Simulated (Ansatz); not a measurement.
# CoO under changes of volume

One of the cells (9.578 Å³/atom); the others are scaled copies at fixed shape and fractional positions:

```
CELL_PARAMETERS angstrom
1.50547 0.86918 2.43993
-1.50547 0.86918 2.43993
0.00000 -1.73837 2.43993
ATOMIC_POSITIONS crystal
Co 0.00000 0.00000 0.00000
O 0.50000 0.50000 0.50000
```

The cell is a database's computed one.

| Property | Result |
| --- | --- |
| Program | Ansatz 0.2.0 |
| Functional | PBE |
| Potentials or basis | Ansatz PAW |
| Cutoff | 420 eV (not typed: the program's choice for these potentials) |
| k mesh | 11 × 11 × 11 |
| Occupations | fermi-dirac, width 0.05 eV |
| Spin | collinear spin, ferromagnetic start |
| Starting moments | [2.0, 0.0] μB |

```csv
volume (Å³/atom),energy over the lowest point (meV/atom),pressure (GPa),moment (μB per cell)
9.003,20.04,11.4,2.72
9.195,8.39,7.4,2.80
9.387,?,?,?
9.578,0.00,0.0,2.90
9.770,2.02,-3.3,2.95
9.961,7.81,-6.3,2.97
10.153,17.08,-9.1,2.99
```

**Question.** What does the run at 9.387 Å³/atom give?

**Answer.** Energy over the lowest point 1.95 meV/atom; pressure 3.5 GPa; moment 2.86 μB per cell.

Worked out: A Birch-Murnaghan fit of order 3 (a polynomial in V^(-2/3)) to the other rows has its minimum at 9.57 Å³/atom with B0 = V·E''(V) = 172 GPa and B' = 4.0 at fixed shape and positions, which overstates the stiffness. It gives 1.91 meV/atom at 9.387 Å³/atom, against the run's 1.95, and -dE/dV = 3.5 GPa, against 3.5. A parabola through the other rows of the moment, of slope 0.29 μB per Å³/atom there, gives 2.86 μB, against the run's 2.86.

Energies are extrapolated to zero smearing.

Caveats: a cell with one magnetic atom can't hold antiferromagnetic order, which such compounds often take.
